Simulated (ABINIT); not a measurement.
# TiB2 (P6/mmm) in ABINIT: convergence with smearing width

Aim: find how far smearing width must go before the results for TiB2 settle, at RPBE. This setting moves, with any that are tied to it; all else stays.

All numbers are computed with ABINIT 10.8.3 (patched build); they aren't measurements. Logs are shortened: lines on timing, memory, paths and dates and some standing lists are left out, and cuts for length are marked. The log counts tension as positive stress, the text compression.

### 1 The crystal as given

It takes space group P6/mmm (No. 191, hexagonal). The conventional cell has a = 3.029 Å, b = 3.029 Å, c = 3.228 Å, α = 90.00°, β = 90.00°, γ = 120.00°. Ti (site symmetry 6/mmm) has 12 B at 2.38 Å as nearest neighbours. B (site symmetry -6m2) is surrounded by 3 B at 1.75 Å.

### 2 With smearing width 0.272 eV

run.abi

```
pp_dirpath "./"
pseudos "Ti.upf, B.upf"

acell 3.0292 3.0292 3.2284 Angstrom
rprim
     1.0000000000     0.0000000000     0.0000000000
    -0.5000000000     0.8660254038     0.0000000000
     0.0000000000     0.0000000000     1.0000000000
ntypat 2
znucl 22 5
natom 3
typat 1 2 2
xred
     0.0000000000     0.0000000000     0.0000000000
     0.6666666667     0.3333333333     0.5000000000
     0.3333333333     0.6666666667     0.5000000000

ecut 1142.878222 eV

kptopt 1
ngkpt 10 10 8
nshiftk 1
shiftk 0.0 0.0 0.0

ixc 15

nband 13
occopt 4
tsmear 0.272 eV

nstep 100
tolvrs 1.0e-10

iomode 3
prtwf 0
prtden 0
prteig 0
prtebands 0
enunit 1
```

Potentials or basis: PseudoDojo NC SR PBE v0.4.1 standard.

On the command line:

```bash
> abinit run.abi > log 2>&1
```

Run time: 58 s. Hardware: 1 thread of Intel Xeon Platinum 8488C (Sapphire Rapids), shared host; peak memory 0.1 GiB.

Results (log left out):

| Item | Value |
| --- | --- |
| Free energy | -1778.9768 eV |
| Pressure | 2.8 GPa |
| Band gap on the k mesh | none (metal or under the smearing width) |
| Valence electrons inside the program's atomic spheres | Ti 9.59; B 2.85 |

### 3 With smearing width 0.2 eV

run.abi, as its differences from that of step 2:

```diff
@@ -28,3 +28,3 @@
 occopt 4
-tsmear 0.272 eV
+tsmear 0.2 eV
```

Potentials or basis: PseudoDojo NC SR PBE v0.4.1 standard.

On the command line:

```bash
> abinit run.abi > log 2>&1
```

Run time: 58 s. Hardware: 1 thread of Intel Xeon Platinum 8488C (Sapphire Rapids), shared host; peak memory 0.1 GiB.

Results (log left out):

* Free energy: -1778.9756 eV
* Pressure: 2.8 GPa
* Band gap on the k mesh: none (metal or under the smearing width)
* Valence electrons inside the program's atomic spheres: Ti 9.59; B 2.85

### 4 With smearing width 0.136 eV

run.abi, as its differences from that of step 3:

```diff
@@ -28,3 +28,3 @@
 occopt 4
-tsmear 0.2 eV
+tsmear 0.136 eV
```

On the command line:

```bash
> abinit run.abi > log 2>&1
```

It took 58 s on 1 thread of Intel Xeon Platinum 8488C (Sapphire Rapids), shared host; peak memory 0.1 GiB.

Results (log left out):

```
Free energy                                           : -1778.9746 eV
Pressure                                              : 2.8 GPa
Band gap on the k mesh                                : none (metal or under the smearing width)
Valence electrons inside the program's atomic spheres : Ti 9.59; B 2.85
```

### 5 With smearing width 0.1 eV

run.abi, as its differences from that of step 4:

```diff
@@ -28,3 +28,3 @@
 occopt 4
-tsmear 0.136 eV
+tsmear 0.1 eV
```

On the command line:

```bash
> abinit run.abi > log 2>&1
```

Run time: 58 s. Hardware: 1 thread of Intel Xeon Platinum 8488C (Sapphire Rapids), shared host; peak memory 0.1 GiB.

It converged, with:

```
Free energy                                           : -1778.9742 eV
Pressure                                              : 2.8 GPa
Band gap on the k mesh                                : none (metal or under the smearing width)
Valence electrons inside the program's atomic spheres : Ti 9.59; B 2.85
```

### 6 With smearing width 0.05 eV

run.abi, as its differences from that of step 5:

```diff
@@ -28,3 +28,3 @@
 occopt 4
-tsmear 0.1 eV
+tsmear 0.05 eV
```

Potentials or basis: PseudoDojo NC SR PBE v0.4.1 standard.

On the command line:

```bash
> abinit run.abi > log 2>&1
```

Wall time 58 s (1 thread of Intel Xeon Platinum 8488C (Sapphire Rapids), shared host); peak memory 0.1 GiB.

The run converged. Its results:

```yaml
Free_energy: -1778.9737 eV
Pressure: 2.7 GPa
Band_gap_on_the_k_mesh: none (metal or under the smearing width)
Valence_electrons_inside_the_program's_atomic_spheres: Ti 9.59; B 2.85
```

### 7 With smearing width 0.025 eV

run.abi, as its differences from that of step 6:

```diff
@@ -28,3 +28,3 @@
 occopt 4
-tsmear 0.05 eV
+tsmear 0.025 eV
```

On the command line:

```bash
> abinit run.abi > log 2>&1
```

Run time: 58 s. Hardware: 1 thread of Intel Xeon Platinum 8488C (Sapphire Rapids), shared host; peak memory 0.1 GiB.

The run converged. Its results:

- Free energy: -1778.9736 eV
- Pressure: 2.7 GPa
- Band gap on the k mesh: none (metal or under the smearing width)
- Valence electrons inside the program's atomic spheres: Ti 9.59; B 2.85

### 8 With smearing width 0.01 eV

run.abi, as its differences from that of step 7:

```diff
@@ -28,3 +28,3 @@
 occopt 4
-tsmear 0.025 eV
+tsmear 0.01 eV
```

Potentials or basis: PseudoDojo NC SR PBE v0.4.1 standard.

On the command line:

```bash
> abinit run.abi > log 2>&1
```

run.abo:

```text
.Version 10.8.3 of ABINIT
 Symmetries : space group P6/m m m (#191); Bravais hP (primitive hexag.)
================================================================================
 Values of the parameters that define the memory need of the present run
     intxc =       0    ionmov =       0      iscf =       7    lmnmax =       6
     lnmax =       6     mgfft =      36  mpssoang =       3    mqgrid =    3001
     natom =       3  nloc_mem =       1    nspden =       1   nspinor =       1
    nsppol =       1      nsym =      24    n1xccc =    2501    ntypat =       2
    occopt =       4   xclevel =       2
       mpw =        2286          nfft =       46656          nkpt =          70
================================================================================
================================================================================

--------------------------------------------------------------------------------
------------- Echo of variables that govern the present computation ------------
--------------------------------------------------------------------------------
 -outvars: echo values of preprocessed input variables --------
            acell      5.7243583806E+00  5.7243583806E+00  6.1007918249E+00 Bohr
              amu      4.78800000E+01  1.08110000E+01
             ecut      4.20000000E+01 Hartree
           enunit           1
                       outvar_i_n : Printing only first  50 k-points.
              ixc          15
                       outvar_i_n : Printing only first  50 k-points.
         kptrlatt       10    0    0      0   10    0      0    0    8
          kptrlen      4.88063346E+01
            natom           3
            nband          13
            ngfft          36      36      36
             nkpt          70
            nstep         100
             nsym          24
           ntypat           2
                       prtocc : prtvol=0, do not print more k-points.
           occopt           4
           prtden           0
        prtebands           0
           prteig           0
            prtwf           0
            rprim      1.0000000000E+00  0.0000000000E+00  0.0000000000E+00
                      -5.0000000000E-01  8.6602540380E-01  0.0000000000E+00
                       0.0000000000E+00  0.0000000000E+00  1.0000000000E+00
          spgroup         191
           tolvrs      1.00000000E-10
           tsmear      3.67493222E-04 Hartree
            typat      1  2  2
                       outvars : Printing only first  50 k-points.
           xangst      0.0000000000E+00  0.0000000000E+00  0.0000000000E+00
                       1.5146000000E+00  8.7445471773E-01  1.6142000000E+00
                      -3.9857384438E-17  1.7489094355E+00  1.6142000000E+00
            xcart      0.0000000000E+00  0.0000000000E+00  0.0000000000E+00
                       2.8621791903E+00  1.6524799260E+00  3.0503959124E+00
                      -7.5319540682E-17  3.3049598520E+00  3.0503959124E+00
             xred      0.0000000000E+00  0.0000000000E+00  0.0000000000E+00
                       6.6666666667E-01  3.3333333333E-01  5.0000000000E-01
                       3.3333333333E-01  6.6666666667E-01  5.0000000000E-01
            znucl       22.00000    5.00000

================================================================================

 chkinp: Checking input parameters for consistency.

[... 107 lines left out ...]
 Mean square residual over all n,k,spin=   66.142E-07; max=  18.543E-04
 reduced coordinates (array xred) for    3 atoms
       0.000000000000      0.000000000000      0.000000000000
       0.666666666667      0.333333333333      0.500000000000
       0.333333333333      0.666666666667      0.500000000000
 rms dE/dt=  6.3466E-29; max dE/dt=  1.3463E-28; dE/dt below (all hartree)
    1       0.000000000000      0.000000000000      0.000000000000
    2       0.000000000000     -0.000000000000      0.000000000000
    3       0.000000000000      0.000000000000      0.000000000000

 cartesian coordinates (angstrom) at end:
    1      0.00000000000000     0.00000000000000     0.00000000000000
    2      1.51460000000000     0.87445471773032     1.61420000000000
    3     -0.00000000000000     1.74890943546064     1.61420000000000

 cartesian forces (hartree/bohr) at end:
    1     -0.00000000000000    -0.00000000000000    -0.00000000000000
    2     -0.00000000000000     0.00000000000000    -0.00000000000000
    3     -0.00000000000000    -0.00000000000000    -0.00000000000000
 frms,max,avg= 1.2802224E-29 2.7157619E-29   0.000E+00  0.000E+00  0.000E+00 h/b

 cartesian forces (eV/Angstrom) at end:
    1     -0.00000000000000    -0.00000000000000    -0.00000000000000
    2     -0.00000000000000     0.00000000000000    -0.00000000000000
    3     -0.00000000000000    -0.00000000000000    -0.00000000000000
 frms,max,avg= 6.5831685E-28 1.3965009E-27   0.000E+00  0.000E+00  0.000E+00 e/A
 length scales=  5.724358380600  5.724358380600  6.100791824881 bohr
              =  3.029200000000  3.029200000000  3.228400000000 angstroms
 Fermi (or HOMO) energy (eV) =  11.80660   Average Vxc (eV)= -12.77856
 Eigenvalues (   eV  ) for nkpt=  70  k points:
 kpt#   1, nband= 13, wtk=  0.00125, kpt=  0.0000  0.0000  0.0000 (reduced coord)
 -45.16147  -21.48976  -21.20245  -21.20245   -1.67217    9.24050    9.24050    9.49205
   9.76501   13.75591   13.75591   15.48424   15.48424
 prteigrs : prtvol=0 or 1, do not print more k-points.

--- !EnergyTerms
iteration_state     : {dtset: 1, }
comment             : Components of total free energy in Hartree
kinetic             :  2.76975407967570E+01
hartree             :  1.21234883169544E+01
xc                  : -1.13212779508676E+01
Ewald energy        : -5.13087758946070E+01
psp_core            :  2.23099252584113E+00
local_psp           : -4.54648062233044E+01
non_local_psp       :  6.66769017114205E-01
internal            : -6.53760694121122E+01
'-kT*entropy'       : -1.75420106588303E-06
total_energy        : -6.53760711663133E+01
total_energy_eV     : -1.77897352375129E+03
band_energy         : -5.66407182654659E+00
...

 Cartesian components of stress tensor (hartree/bohr^3)
  sigma(1 1)= -7.93282455E-05  sigma(3 2)=  0.00000000E+00
  sigma(2 2)= -7.93282460E-05  sigma(3 1)=  0.00000000E+00
  sigma(3 3)= -1.21383720E-04  sigma(2 1)=  0.00000000E+00

-Cartesian components of stress tensor (GPa)         [Pressure=  2.7464E+00 GPa]
- sigma(1 1)= -2.33391756E+00  sigma(3 2)=  0.00000000E+00
- sigma(2 2)= -2.33391758E+00  sigma(3 1)=  0.00000000E+00
- sigma(3 3)= -3.57123235E+00  sigma(2 1)=  0.00000000E+00

== END DATASET(S) ==============================================================
================================================================================

 -outvars: echo values of variables after computation  --------
            acell      5.7243583806E+00  5.7243583806E+00  6.1007918249E+00 Bohr
           etotal     -6.5376071166E+01
            fcart     -0.0000000000E+00 -0.0000000000E+00 -0.0000000000E+00
                      -0.0000000000E+00  2.7157619091E-29 -0.0000000000E+00
                      -0.0000000000E+00 -2.7157619091E-29 -0.0000000000E+00
            rprim      1.0000000000E+00  0.0000000000E+00  0.0000000000E+00
                      -5.0000000000E-01  8.6602540380E-01  0.0000000000E+00
                       0.0000000000E+00  0.0000000000E+00  1.0000000000E+00
           strten     -7.9328245524E-05 -7.9328245984E-05 -1.2138372049E-04
                       0.0000000000E+00  0.0000000000E+00  0.0000000000E+00
           xangst      0.0000000000E+00  0.0000000000E+00  0.0000000000E+00
                       1.5146000000E+00  8.7445471773E-01  1.6142000000E+00
                      -3.9857384438E-17  1.7489094355E+00  1.6142000000E+00
             xred      0.0000000000E+00  0.0000000000E+00  0.0000000000E+00
                       6.6666666667E-01  3.3333333333E-01  5.0000000000E-01
                       3.3333333333E-01  6.6666666667E-01  5.0000000000E-01
 Calculation completed.
```

Run time: 58 s. Hardware: 1 thread of Intel Xeon Platinum 8488C (Sapphire Rapids), shared host; peak memory 0.1 GiB.

Results:

```
Free energy                                           : -1778.9735 eV
Pressure                                              : 2.7 GPa
Band gap on the k mesh                                : none (metal or under the smearing width)
Valence electrons inside the program's atomic spheres : Ti 9.59; B 2.85
```

### 9 Result

```csv
smearing width,energy less the tightest run (meV/atom),SCF cycles,CPU time (s),peak memory (GiB)
0.272 eV,-1.10,13,58,0.1
0.2 eV,-0.70,13,58,0.1
0.136 eV,-0.38,13,58,0.1
0.1 eV,-0.23,13,58,0.1
0.05 eV,-0.07,13,58,0.1
0.025 eV,-0.02,13,58,0.1
0.01 eV,0.00,13,58,0.1
```

Against the tightest run, the energy stays within 1 meV/atom from 0.2 eV on. Narrower smearing needs a denser k mesh, so at a fixed mesh the narrowest width isn't the most accurate. The tightest run that finished is the yardstick and may itself not be fully converged.

Caveats: the potentials were made for another functional, which shifts forces and pressure.
